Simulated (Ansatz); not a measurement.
**W: the order of phases at one pressure**

Which of fcc, bcc, hcp, diamond, beta tin, sc has the lowest enthalpy for W at one common pressure? The runs shown use LAPW. Companion runs by PAW are cited.

Program: Ansatz 0.2.0. Level of theory: DFT, PBE, all-electron LAPW, scalar-relativistic. These are calculated values, not measurements.

## (1) Starting point

Symmetry: Fm-3m, No. 225, cubic system. The conventional cell has a = 3.598 Å, b = 3.598 Å, c = 3.598 Å, α = 90.00°, β = 90.00°, γ = 90.00°. W (site symmetry m-3m) has 12 W at 2.54 Å as nearest neighbours.

Structure file:

```cif
data_structure
_symmetry_space_group_name_H-M 'Fm-3m'
_symmetry_Int_Tables_number 225
_cell_length_a 3.5980
_cell_length_b 3.5980
_cell_length_c 3.5980
_cell_angle_alpha 90.000
_cell_angle_beta 90.000
_cell_angle_gamma 90.000
_cell_volume 46.58
loop_
_atom_site_label
_atom_site_type_symbol
_atom_site_symmetry_multiplicity
_atom_site_Wyckoff_symbol
_atom_site_fract_x
_atom_site_fract_y
_atom_site_fract_z
_atom_site_occupancy
W1 W 4 a 0.00000 0.00000 0.00000 1
```

The file gives the conventional cell by its symmetry; the runs use the cell typed in the input.

## (2) Fcc relaxed under pressure, LAPW

The input, input.yaml:

```yaml
crystal:
  lattice:
    - [0.0, 1.7989993583, 1.7989993583]
    - [1.7989993583, 0.0, 1.7989993583]
    - [1.7989993583, 1.7989993583, 0.0]
  atoms:
    - { symbol: W, position: [0.0, 0.0, 0.0] }
kpoints:
  mp_grid: { grid: [18, 18, 18] }
scf:
  occupations: { method: fermi_dirac, width: 0.1 }
hamiltonian:
  xc: pbe
  pseudopotentials: { kind: all_electron, lapw: { basis_error: 0.0005 } }
output:
  forces: true
  stress: true
  eigenvalues: true
relax:
  f_tol: 0.005
  max_steps: 12
  cell: { p_target: 190.0, stress_tol: 0.095 }
```

Launch:

```sh
ansatz run input.yaml --threads 1 --pin off --max-ram 3584MiB --backend cpu --events-out ev --progress --plain --runs-dir out
```

The runs that follow: Bcc relaxed under pressure, LAPW; Hcp relaxed under pressure, LAPW; Diamond relaxed under pressure, LAPW; Beta tin relaxed under pressure, LAPW; Sc relaxed under pressure, LAPW.

What does the calculation give? Wanted: pressure; lowest (for each run or level that gives them).

As calculated:

| quantity | value |
| --- | --- |
| pressure | 190 GPa |
| lowest (LAPW) | bcc, 594.0 meV/atom under fcc |
| lowest (PAW) | bcc, 595.2 meV/atom under fcc |

In words: By LAPW the order is bcc < fcc < hcp < beta tin < sc < diamond. By PAW the order is bcc < fcc < hcp < beta tin < sc < diamond. The methods agree on the lowest phase. Only these structures were tried, with electrons smeared by 0.1 eV and without vibrations, so the true ground state may be another. The k meshes differ between phases and weren't tested, which can move differences by some meV. Spin-orbit coupling is left out, though the cell holds W; in elements this heavy it can shift bands and gaps by tenths of an eV.
